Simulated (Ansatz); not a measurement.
ZrO2: uniaxial strain ε_yy = −0.92 %

Take ZrO$_{2}$ in the fluorite structure (space group Fm-3m, No. 225; a = 5.089 Å) as the base. Axes: x, y, z lie along the cube axes.

One thing is altered: the cell is compressed by 0.92 % along y with no lateral relaxation; the atoms relax in the strained cell.

The values are results of r2SCAN (Ansatz, a quantum-chemistry and plane-wave program; PAW; 500 eV plane waves; without spin-orbit coupling), not measurements. Γ-centred 11×11×11 mesh, Fermi–Dirac width 0.05 eV.

```json
[
 {"quantity": "volume per atom", "base": "10.99 Å³", "changed": "10.88 Å³", "shift": "-0.101 Å³"},
 {"quantity": "space group", "base": "Fm-3m (No. 225)", "changed": "I4/mmm (No. 139)", "shift": "–"},
 {"quantity": "shortest interatomic distance", "base": "2.204 Å", "changed": "2.197 Å", "shift": "-0.007 Å"},
 {"quantity": "energy relative to the base (free energy F)", "base": "0 meV/atom", "changed": "+1.7 meV/atom", "shift": "+1.7 meV/atom"},
 {"quantity": "pressure (mean of the normal stresses, compression positive)", "base": "0.0 kbar", "changed": "24.3 kbar", "shift": "+24.3 kbar"},
 {"quantity": "band gap", "base": "3.89 eV", "changed": "3.80 eV", "shift": "-0.085 eV"},
 {"quantity": "gap character", "base": "–", "changed": "indirect, M → Γ", "shift": "–"},
 {"quantity": "smallest direct gap", "base": "4.29 eV", "changed": "4.26 eV", "shift": "-0.03 eV"},
 {"quantity": "electron mass", "base": "–", "changed": "2.0 mₑ along y, 0.63 mₑ across (at Γ)", "shift": "–"},
 {"quantity": "hole mass", "base": "–", "changed": "0.28 mₑ along k, 2.9 mₑ across (at X)", "shift": "–"},
 {"quantity": "valley order (the lowest conduction-band minima on the path, energy above the VBM, named in the base's zone)", "base": "Γ 3.89 eV; X along ⟨100⟩ 4.29 eV; a point along ⟨110⟩, about 0.8 Å⁻¹ from Γ 4.29 eV; L along ⟨111⟩ 4.50 eV", "changed": "Γ 3.80 eV; a point along [101], about 0.9 Å⁻¹ from Γ 4.20 eV; X along [001] 4.25 eV; X along [010] 4.26 eV", "shift": "–"},
 {"quantity": "stress (xx, yy, zz, yz, xz, xy; compression positive)", "base": "–", "changed": "(0.99, 5.30, 0.99, 0.00, 0.00, 0.00) GPa", "shift": "–"}
]
```

Final structure:

```
ZrO2
1.0
    0.00000     2.52126     2.54467
    2.54467     0.00000     2.54467
    2.54467     2.52126     0.00000
Zr O
1 2
Direct
  0.00000   0.00000   0.00000
  0.25000   0.25000   0.25000
  0.75000   0.75000   0.75000
```

Effective masses come from finite differences of ±0.01 Å⁻¹. Along k means along the line from Γ to the band edge. Whether these cells are dynamically stable was not tested. This is not the structure that ZrO2 has at room temperature and ambient pressure. Labels are those of the standard path for the cell's own space group.
